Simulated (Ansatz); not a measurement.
# HfO2: the cost of one run

Computed with Ansatz 0.2.0, driven from Python. Level of theory: DFT LDA, plane waves, PAW.

### Step 1. The system

It takes space group P2_1/c (No. 14, monoclinic). The conventional cell has a = 5.118 Å, b = 5.186 Å, c = 5.284 Å, α = 90.00°, β = 99.35°, γ = 90.00°. Around Hf (site symmetry 1) lie 7 O at 2.03 to 2.25 Å. O (site symmetry 1) is surrounded by 4 Hf at 2.14 to 2.25 Å. Around O (site symmetry 1) lie 3 Hf at 2.03 to 2.12 Å.

No structure file is read: the coordinates are typed or built in the script.

### Step 2. Script

hfo2.py

```python
"""Bonding analysis of HfO2."""

from pathlib import Path
import warnings

import ansatz
import numpy as np


def main() -> None:
    xtal = (
        ansatz.Lattice.of((5.118, 0.0, 0.0), (0.0, 5.1857, 0.0), (-0.85866306, 0.0, 5.21386714))
        .atom("Hf", (0.2755, 0.0397, 0.208))
        .atom("Hf", (0.7245, 0.5397, 0.292))
        .atom("Hf", (0.7245, 0.9603, 0.792))
        .atom("Hf", (0.2755, 0.4603, 0.708))
        .atom("O", (0.4487, 0.7581, 0.4801))
        .atom("O", (0.5513, 0.2581, 0.0199))
        .atom("O", (0.5513, 0.2419, 0.5199))
        .atom("O", (0.4487, 0.7419, 0.9801))
        .atom("O", (0.0742, 0.3316, 0.3467))
        .atom("O", (0.9258, 0.8316, 0.1533))
        .atom("O", (0.9258, 0.6684, 0.6533))
        .atom("O", (0.0742, 0.1684, 0.8467))
    )

    setup = (
        xtal.calculation()
        .occupations("fixed")
        .basis(420)
        .kpoints(4, 4, 4)
        .functional("lda")
        .density()
        .potential()
        .electron_localization_function()
        .output_files(volumetric_format="npy")
        .stress()
        .band_table()
        .density_of_states(energy_step=0.1, projected=True)
        .populations()
    )
    with warnings.catch_warnings(record=True) as caught:
        warnings.simplefilter("always")
        res = setup.run(threads=1, backend="cpu")
    print("warnings raised:", sorted(w.category.__name__ for w in caught) or "none")
    r = res.report

    print(f"free energy      {r['free_energy_ev']:.5f} eV")
    print(f"per atom         {r['free_energy_ev'] / len(res.lattice.sites):.5f} eV")
    print(f"SCF iterations   {r['n_iterations']}  (converged: {r['converged']})")

    folder = Path(res.write_results("fields"))
    print("densities in e/A^3, potentials in eV, ELF without unit")
    for name in sorted(p.name for p in folder.glob("*.npy")):
        field = np.load(folder / name)
        print(f"{name:16s} {str(field.shape):16s} min {field.min():10.4f}  mean {field.mean():10.4f}  max {field.max():10.4f}")

    for term in (ansatz.EnergyTerm.SMEARING, ansatz.EnergyTerm.DISPERSION):
        print(f"F without {term.name.lower()}: {ansatz.free_energy_without(r, term):.5f} eV")

    # principal values and the von Mises stress of the deviator
    principal = np.linalg.eigvalsh(np.array(r["stress_gpa"]))
    mises = np.sqrt(0.5 * sum((principal[i] - principal[i - 1]) ** 2 for i in range(3)))
    print("principal stresses (GPa, compression positive):", np.round(principal, 3))
    print(f"mean {principal.mean():.3f} GPa, von Mises {mises:.3f} GPa, PV = {principal.mean() * r['setup']['cell_volume_ang3'] / 160.21766:.4f} eV")

    # direct or indirect, as far as the mesh can tell
    levels = np.array(r["eigenvalues_ev"])
    filled = round(r["n_electrons"] / 2)
    top, bottom = levels[:, filled - 1], levels[:, filled]
    print("top of band", filled, "at k =", r["kpoints_frac"][top.argmax()], f"{top.max():.4f} eV")
    print("bottom of band", filled + 1, "at k =", r["kpoints_frac"][bottom.argmin()], f"{bottom.min():.4f} eV")
    print(f"gap by band count {bottom.min() - top.max():.3f} eV, least direct gap {(bottom - top).min():.3f} eV")

    dos = res.density_of_states()
    energy = np.asarray(dos.energies_ev) - dos.fermi_ev
    projected = res.projected_density_of_states()
    # electrons in each projected shell, from the curves below the Fermi level
    step = energy[1] - energy[0]
    for index, site in enumerate(projected.sites):
        for shell in site.shells:
            curve = sum(np.sum(part.g_bin_mean_per_ev, axis=0) for part in shell.curves)
            print(f"site {index} {site.species:2s} {shell.label:3s} filled {curve[energy <= 0].sum() * step:7.3f}  at E_F {np.interp(0, energy, curve):7.3f} /eV")

    files = Path(res.write_results("tables"))
    print((files / "populations.tsv").read_text())


if __name__ == "__main__":
    main()
```

### Step 3. Launch

Run with:

```
$ python hfo2.py
```

What time and memory should one allow on 1 thread of AMD EPYC 9R45 (Zen 5), shared host?

About 11 s, with a peak of 0.64 GiB.
